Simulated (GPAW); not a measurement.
# Co in GPAW: settings compared

Aim: see how the results for Co move with the level of theory and the settings. Levels: PBE, RPBE+D3. Tasks: electron localisation function, single point.

All numbers are computed with GPAW 26.7.0; they aren't measurements. Logs are shortened: lines on timing, memory, paths and dates and some standing lists are left out, and cuts for length are marked. The log counts tension as positive stress, the text compression.

### 1 The cell of the first run

The cell holds a slab with vacuum, 6 atoms: a = 2.487 Å, b = 2.487 Å, c = 25.238 Å, α = 90.00°, β = 90.00°, γ = 120.00°.

### 2 Electron localisation function, PBE, collinear spin, ferromagnetic start (the (0 0 1) slab of Co, cut from the database cell, not relaxed)

run.py

```python
from ase.dft.bandgap import bandgap
from ase.io import read, write
from ase.units import Bohr
from gpaw import GPAW, PW
from gpaw.elf import elf_from_dft_calculation

atoms = read('POSCAR')
atoms.set_initial_magnetic_moments([2.0, 2.0, 2.0, 2.0, 2.0, 2.0])
atoms.pbc = (True, True, False)

calc = GPAW(mode=PW(450),
            xc='PBE',
            kpts={'size': (12, 12, 1), 'gamma': True},
            occupations={'name': 'fermi-dirac', 'width': 0.05},
            nbands=53,
            convergence={'density': 1e-05, 'energy': 1e-05},
            mixer={'backend': 'msr1', 'beta': 0.15},
            random=True,
            maxiter=100,
            poissonsolver={'dipolelayer': 'xy'},
            txt='gpaw.txt')
atoms.calc = calc
energy = atoms.get_potential_energy()
forces = atoms.get_forces()
calc.write('gs.gpw')
write('result.traj', atoms)
print(f'Energy: {energy:.6f} eV')
print('Forces (eV/A):')
print(forces.round(4))
print('Moments:', calc.get_magnetic_moments().round(3))
print('Fermi level:', round(calc.get_fermi_level(), 4), 'eV')
print(f'Gap: {bandgap(calc)[0]:.4f} eV, direct: {bandgap(calc, direct=True)[0]:.4f} eV')

# fields on the real-space grid
write('density.cube', atoms, data=calc.get_pseudo_density() * Bohr**3)
write('potential.cube', atoms, data=calc.get_electrostatic_potential())
write('spin.cube', atoms, data=(calc.get_pseudo_density(spin=0) - calc.get_pseudo_density(spin=1)) * Bohr**3)
write('elf.cube', atoms, data=elf_from_dft_calculation(calc).data)
```

POSCAR

```
Co
1.0
    2.4873648738      0.0000000000      0.0000000000
   -1.2436824369      2.1541211692      0.0000000000
    0.0000000000      0.0000000000     25.2383599541
Co
6
Direct
    0.3333333300      0.6666666600      0.2971666944
    0.6666666700      0.3333333400      0.3808401562
    0.3333333300      0.6666666600      0.4581632691
    0.6666666700      0.3333333400      0.5418367309
    0.3333333300      0.6666666600      0.6191598438
    0.6666666700      0.3333333400      0.7028333056
```

Potentials or basis: GPAW PAW data sets (gpaw-data 1.2.1), pw.

Command:

```
$ OMP_NUM_THREADS=1 python run.py
```

gpaw.txt:

```text
__  _  _
 | _ |_)|_||  |
 |__||  | ||/\| - 26.7.0

Input parameters:
  mode=PW(ecut=450.00000000000006),
  convergence={'density': 1e-05, 'energy': 1e-05},
  kpts=MonkhorstPack(size=(12, 12, 1), gamma=True),
  maxiter=100,
  mixer=MSR1(name='msr1', nmaxold=10, beta=0.15, reg=0.005, gb_scale=1.0, max_A=0.75, trust_scale=1.0, soft_lim=4.0, hard_lim=6.0, weight=20.0, sigma=0.015, g_ss=None),
  nbands=53,
  occupations=Occupations(name='fermi-dirac', width=0.05),
  poissonsolver=PoissonSolver(dipolelayer='xy'),
  random=True,
  xc=XC(name='PBE')
Initializing wave functions with random numbers

          Co

        Co

          Co

        Co

          Co

        Co

Atoms  # Å, Bohr magnetons
|   | symbol |        x |        y |         z |    initial magnetic moments |
|---|--------|----------|----------|-----------|-----------------------------|
| 0 |     Co | 0.000000 | 1.436081 |  7.500000 | ( 0.0000,  0.0000,  2.0000) |
| 1 |     Co | 1.243682 | 0.718040 |  9.611781 | ( 0.0000,  0.0000,  2.0000) |
| 2 |     Co | 0.000000 | 1.436081 | 11.563290 | ( 0.0000,  0.0000,  2.0000) |
| 3 |     Co | 1.243682 | 0.718040 | 13.675070 | ( 0.0000,  0.0000,  2.0000) |
| 4 |     Co | 0.000000 | 1.436081 | 15.626579 | ( 0.0000,  0.0000,  2.0000) |
| 5 |     Co | 1.243682 | 0.718040 | 17.738360 | ( 0.0000,  0.0000,  2.0000) |

Unit cell  # Å
| periodic |         x |        y |         z |   lengths |     angles |
|----------|-----------|----------|-----------|-----------|------------|
|      yes |  2.487365 | 0.000000 |  0.000000 |  2.487365 |  90.000000 |
|      yes | -1.243682 | 2.154121 |  0.000000 |  2.487365 |  90.000000 |
|       no |  0.000000 | 0.000000 | 25.238360 | 25.238360 | 120.000000 |

Number of symmetries: 12
Symmetry operations  # r_c * U_cc + t_c -> r_c
|    | kind |            matrix            |
|----|------|------------------------------|
|  0 |  σ   |  1, 1, 0,  0,-1, 0,  0, 0, 1 |
|  1 |  S6  |  1, 1, 0, -1, 0, 0,  0, 0,-1 |
|  2 |  E   |  1, 0, 0,  0, 1, 0,  0, 0, 1 |
|  3 |  C2  |  1, 0, 0, -1,-1, 0,  0, 0,-1 |
|  4 |  C2  |  0, 1, 0,  1, 0, 0,  0, 0,-1 |
|  5 |  C3  |  0, 1, 0, -1,-1, 0,  0, 0, 1 |
|  6 |  S6  |  0,-1, 0,  1, 1, 0,  0, 0,-1 |
|  7 |  σ   |  0,-1, 0, -1, 0, 0,  0, 0, 1 |
|  8 |  σ   | -1, 0, 0,  1, 1, 0,  0, 0, 1 |
|  9 |  i   | -1, 0, 0,  0,-1, 0,  0, 0,-1 |
| 10 |  C3  | -1,-1, 0,  1, 0, 0,  0, 0, 1 |
| 11 |  C2  | -1,-1, 0,  0, 1, 0,  0, 0,-1 |

BZ-sampling:
  Number of BZ points: 144
  Number of IBZ points: 19

  Monkhorst-Pack size: [12, 12, 1]
  Monkhorst-Pack shift: [0.041666666666666664, 0.041666666666666664, 0.0]

K-points  # in reciprocal-cell coordinates
|     |                                coordinates |     weight |
|-----|--------------------------------------------|------------|
|   0 | ( -0.00000000,  -0.00000000,   0.00000000) | 0.00694444 |
|   1 | (  0.08333333,  -0.00000000,   0.00000000) | 0.04166667 |
|   2 | (  0.16666667,  -0.08333333,   0.00000000) | 0.04166667 |
|   3 | (  0.16666667,  -0.00000000,   0.00000000) | 0.04166667 |
|   4 | (  0.25000000,  -0.08333333,   0.00000000) | 0.08333333 |
|   5 | (  0.25000000,  -0.00000000,   0.00000000) | 0.04166667 |
|   6 | (  0.33333333,  -0.16666667,   0.00000000) | 0.04166667 |
|   7 | (  0.33333333,  -0.08333333,   0.00000000) | 0.08333333 |
|   8 | (  0.33333333,  -0.00000000,   0.00000000) | 0.04166667 |
|   9 | (  0.33333333,   0.33333333,   0.00000000) | 0.01388889 |
| ... |                                            |            |
|  18 | (  0.50000000,   0.50000000,   0.00000000) | 0.02083333 |

Plane wave coefficients: 3009
Cutoff: 450.00000000000006 eV

Spin-components: 2 (collinear spins)
Bands:           53
Projectors:      36
Spin-degeneracy: 1
Datatype:        complex128

Parallelization:
  kpt:    1
  domain: 1
  band:   1

Density:
  Valence electrons: 54.0
  Components: 2
  Grid points: [ 14  14 125]
  Charge: 0.0  # |e|

Potential:
  Grid points: [ 14  14 125]

species:
  Co:
    name:    Cobalt
    Z:       27.0
    valence: 9
    core:    18
    charge:  0.0  # [|e|]
    compensation charges:
      type: gauss
      rc: 0.32  # [Å]
      lmax: 2
    cutoffs:
      filter: 1.87  # [Å]
      core: 2.55  # [Å]
    projectors
    | kind |    occ | energy [eV] | rcut [Å] |
    |------|--------|-------------|----------|
    |   4s |  2.000 |      -5.469 |    1.005 |
    |   4p |  0.000 |      -1.277 |    1.058 |
    |   3d |  7.000 |      -8.205 |    1.005 |
    |    s |        |      21.742 |    1.005 |
    |    p |        |      25.934 |    1.058 |
    |    d |        |      19.007 |    1.005 |

    Using partial waves for Co as LCAO basis

Reference energy: -227416.259434  # eV

eigensolver:
  PPCG
  Converge bands: occupied
  niter=2

density mixing:
  MSR1-Mixer
  Pratt-step length: 0.15
  Maximum mixing coefficient: 0.75
  Old densities: 10
  SVD Regularization: 0.005
  Good broyden scale: 1.0
  Trust region scale: 1.0
  Backstep threshold: 4.0
  History deletion threshold: 6.0
  Fourier metric: weight=20.0, sigma=0.015

occupation numbers:
  Fermi-Dirac:
    width: 0.0500  # eV

<gpaw.new.pw.poisson.DipoleLayerPWPoissonSolver object>
xc functional:
  name: PBE with 2 nearest neighbor stencil

convergence criteria:
- Maximum integral of absolute [dens]ity change: 1e-05 electrons / valence electron
- Maximum [total energy] change in last 3 cyles: 1e-05 eV / valence electron
- Maximum integral of absolute [eigenst]ate change: 4e-08 eV^2 / valence electron
maximum number of iterations: 100

SCF iterations
|iter     | |      energy | eigst |  dens |  magmom |
|---------|-|-------------|-------|-------|---------|
|iter:   1| |  -39.983848 | +3.44 |       | +12.0189|
|iter:   2| | -285.076625 | +2.38 | -0.48 | +11.4049|
|iter:   3| | -976.195211 | +2.48 | -0.10 |  +9.5452|
|iter:   4| | -864.034666 | +2.92 | +0.02 |  +9.5291|
|iter:   5| | -116.439067 | +1.75 | -0.09 |  +8.6368|
|iter:   6| | -104.053697 | +1.30 | -0.36 |  +8.9286|
|iter:   7| |  -91.606836 | -0.26 | -0.49 |  +9.1345|
|iter:   8| | -113.286499 | -0.50 | -0.53 |  +8.5885|
|iter:   9| |  -83.171077 | -0.62 | -0.42 |  +8.5415|
|iter:  10| | -124.007529 | -0.53 | -0.56 |  +7.7540|
|iter:  11| |  -77.943871 | -0.06 | -0.27 |  +6.4457|
[... 11 lines left out ...]
|iter:  23| |  -49.187489 | -1.72 | -1.30 |  +9.4291|
|iter:  24| |  -46.815290 | -1.85 | -0.75 |  +7.9092|
|iter:  25| |  -46.923250 | -2.44 | -1.36 |  +8.8390|
|iter:  26| |  -46.939002 | -2.89 | -1.60 |  +9.3250|
|iter:  27| |  -46.974639 | -3.03 | -1.88 |  +9.5580|
|iter:  28| |  -46.978764 | -2.86 | -1.68 | +10.0571|
|iter:  29| |  -46.980292 | -3.20 | -2.02 | +10.0215|
|iter:  30| |  -46.978593 | -3.24 | -1.96 |  +9.8877|
|iter:  31| |  -46.972136 | -3.71 | -1.96 |  +9.9746|
|iter:  32| |  -46.972458 | -4.38 | -2.60 | +10.1046|
|iter:  33| |  -46.972486c| -5.34 | -2.93 | +10.0978|
|iter:  34| |  -46.972466c| -6.03 | -3.00 | +10.0880|
|iter:  35| |  -46.972468c| -6.77 | -3.75 | +10.0861|
|iter:  36| |  -46.972465c| -7.15 | -4.01 | +10.0860|
|iter:  37| |  -46.972470c| -7.65c| -4.42 | +10.0863|
|iter:  38| |  -46.972464c| -7.80c| -4.28 | +10.0862|
|iter:  39| |  -46.972468c| -7.74c| -4.47 | +10.0862|
|iter:  40| |  -46.972466c| -8.16c| -4.84 | +10.0861|
|iter:  41| |  -46.972466c| -8.63c| -5.45c| +10.0861|

Converged in 41 steps
Energy contributions relative to reference atoms: (reference = -227416.259434)

Energy contributions:
  Kinetic:          46.187677
  Coulomb:         -38.343728
  Zero:              1.501553
  External:          0.000000
  Xc:              -56.285528
  Entropy:          -0.064880
  Spinorbit:         0.000000
  ----------------------------
  Free energy:     -47.004906
  Extrapolated:    -46.972466

dipole moment: (-0.000003, -0.000005, -0.000063)  # |e|*Ang

Total magnetic moment: (0.000000, 0.000000, 10.086136)

Local magnetic moments
|        x |        y |        z |
|----------|----------|----------|
| 0.000000 | 0.000000 | 1.806666 |  # Co   0
| 0.000000 | 0.000000 | 1.735812 |  # Co   1
| 0.000000 | 0.000000 | 1.703346 |  # Co   2
| 0.000000 | 0.000000 | 1.703346 |  # Co   3
| 0.000000 | 0.000000 | 1.735812 |  # Co   4
| 0.000000 | 0.000000 | 1.806666 |  # Co   5

Fermi level: 2.632
Eigenvalues  # (at kpt = [-0.000, -0.000, 0.000])
| band index |      eig [eV] | occ [0-1] |      eig [eV] | occ [0-1] |
|------------|---------------|-----------|---------------|-----------|
|          0 |        -6.212 |     1.000 |        -6.217 |     1.000 |
|        ... |               |           |               |           |
|         23 |         0.790 |     1.000 |         2.349 |     0.996 |
|         24 |         0.790 |     1.000 |         2.572 |     0.766 |
|         25 |         1.014 |     1.000 |         2.671 |     0.313 |
|         26 |         1.014 |     1.000 |         2.671 |     0.313 |
|         27 |         1.334 |     1.000 |         2.951 |     0.002 |
|         28 |         1.334 |     1.000 |         2.951 |     0.002 |
[... 8 lines left out ...]
|         37 |         7.225 |     0.000 |         7.232 |     0.000 |
|         38 |         7.425 |     0.000 |         7.503 |     0.000 |
|        ... |               |           |               |           |
|         52 |        25.253 |     0.000 |        25.230 |     0.000 |

No gap
No difference between direct/indirect transitions
vacuum-level: 7.674  # V
Workfunctions: 5.043, 5.043 eV (top, bottom)

Forces  # eV/Ang
|        x |        y |        z |
|----------|----------|----------|
| -0.00000 | -0.00000 |  0.56021 |  # Co   0
|  0.00000 |  0.00000 | -0.97495 |  # Co   1
| -0.00000 |  0.00000 |  0.75644 |  # Co   2
|  0.00000 |  0.00000 | -0.75644 |  # Co   3
|  0.00000 | -0.00000 |  0.97495 |  # Co   4
|  0.00000 | -0.00000 | -0.56021 |  # Co   5

# Writing to gs.gpw (mode='')
```

Wall time 6.6 min (1 thread of Arm Neoverse V2, shared host); peak memory 0.29 GiB.

What came out:

```yaml
Free_energy: -47.0049 eV
Largest_force: 0.975 eV/Å
Band_gap_on_the_k_mesh: none (metal or under the smearing width)
Net_moment: 10.09 μB per cell
Site_moments: Co +1.81, +1.74, +1.70 μB
```

Forces on the atoms (eV/Å):
```
Co   0.000  0.000  0.560
Co   0.000  0.000 -0.975
Co   0.000  0.000  0.756
Co   0.000  0.000 -0.756
Co   0.000  0.000  0.975
Co   0.000  0.000 -0.560
```

### 3 Single point, RPBE+D3, collinear spin, ferromagnetic start (the (0 0 1) slab of Co, cut from the database cell, not relaxed)

run.py

```python
import numpy as np
from ase import Atoms
from ase.calculators.mixing import SumCalculator
from ase.dft.bandgap import bandgap
from ase.io import write
from dftd3.ase import DFTD3
from gpaw import GPAW

atoms = Atoms(['Co', 'Co', 'Co', 'Co', 'Co', 'Co'],
              cell=[[2.4873648738, 0, 0.0],
                    [-1.2436824369, 2.1541211692, 0.0],
                    [0.0, 0.0, 25.2383599541]],
              scaled_positions=[[0.33333333, 0.66666666, 0.2971666944],
                                [0.66666667, 0.33333334, 0.3808401562],
                                [0.33333333, 0.66666666, 0.4581632691],
                                [0.66666667, 0.33333334, 0.5418367309],
                                [0.33333333, 0.66666666, 0.6191598438],
                                [0.66666667, 0.33333334, 0.7028333056]],
              pbc=True)
atoms.set_initial_magnetic_moments([2.0, 2.0, 2.0, 2.0, 2.0, 2.0])

calc = GPAW(mode='lcao',
            h=0.16,
            basis='dzp',
            xc='RPBE',
            kpts={'size': (12, 12, 1), 'gamma': True},
            occupations={'name': 'fermi-dirac', 'width': 0.05},
            convergence={'density': 1e-05, 'energy': 1e-05},
            maxiter=150,
            txt='gpaw.txt')
atoms.calc = SumCalculator([calc, DFTD3(method='rpbe', damping='d3zero')])
energy = atoms.get_potential_energy()
forces = atoms.get_forces()
calc.write('gs.gpw')
write('result.traj', atoms)
print(f'Energy: {energy:.6f} eV')
print('Forces (eV/A):')
print(forces.round(4))
print('Moments:', calc.get_magnetic_moments().round(3))
print('Fermi level:', round(calc.get_fermi_level(), 4), 'eV')
print(f'Gap: {bandgap(calc)[0]:.4f} eV, direct: {bandgap(calc, direct=True)[0]:.4f} eV')

v = calc.get_electrostatic_potential().mean(axis=(0, 1))
z = np.arange(len(v)) * atoms.cell[2, 2] / len(v)
ef = calc.get_fermi_level()
np.savetxt('planar.dat', np.c_[z, v], fmt='%.4f')
below, above = np.interp([1.5, atoms.cell[2, 2] - 1.5], z, v) - ef
print(f'Work functions: bottom {below:.4f} eV, top {above:.4f} eV')
print('Dipole moment:', *calc.get_dipole_moment().round(5), 'e A')
```

Potentials or basis: the program's PAW data sets (release 1.2.1) made for this functional, lcao:dzp.

Command:

```
$ OMP_NUM_THREADS=1 python run.py
```

It took 5 min on 1 thread of Arm Neoverse V2, shared host; peak memory 0.28 GiB.

Results (log left out):

```yaml
Free_energy: -43.7688 eV
Largest_force: 0.964 eV/Å
Band_gap_on_the_k_mesh: none (metal or under the smearing width)
Net_moment: 10.05 μB per cell
Site_moments: Co +1.76, +1.71, +1.67 μB
Dispersion_energy_per_atom: -0.388 eV
Dipole_across_the_slab: 0.00 e·Å
Work_function_of_the_upper_face: 3.56 eV
Work_function_of_the_lower_face: 3.56 eV
```

Forces on the atoms (eV/Å):
```
Co   0.000  0.000  0.907
Co   0.000  0.000 -0.964
Co   0.000  0.000  0.931
Co   0.000  0.000 -0.931
Co   0.000  0.000  0.964
Co   0.000  0.000 -0.907
```

Levels at points of the mesh, in eV from the Fermi level:
Spin up:
```
           k point  band 28  band 29  band 30  band 31  band 32  band 33  band 34  band 35  band 36  band 37
(0.00, 0.00, 0.00)    -1.29    -1.29    -1.17    -1.17    -0.99    -0.99    -0.89    -0.89    -0.01     2.11
(0.50, 0.50, 0.00)    -0.55    -0.51    -0.51     1.44     1.64     2.84     3.17     3.29     3.42     6.65
```
Spin down:
```csv
k point,band 19,band 20,band 21,band 22,band 23,band 24,band 25,band 26
"(0.00, 0.00, 0.00)",-0.70,-0.70,-0.69,-0.66,-0.66,0.00,0.00,0.29
"(0.50, 0.50, 0.00)",0.10,0.26,0.75,0.81,1.03,1.18,1.24,1.27
```

Caveat: the real-space grid adds noise to forces; there is no dipole correction; the basis of atomic orbitals isn't converged, which shifts pressures, moduli and gaps.
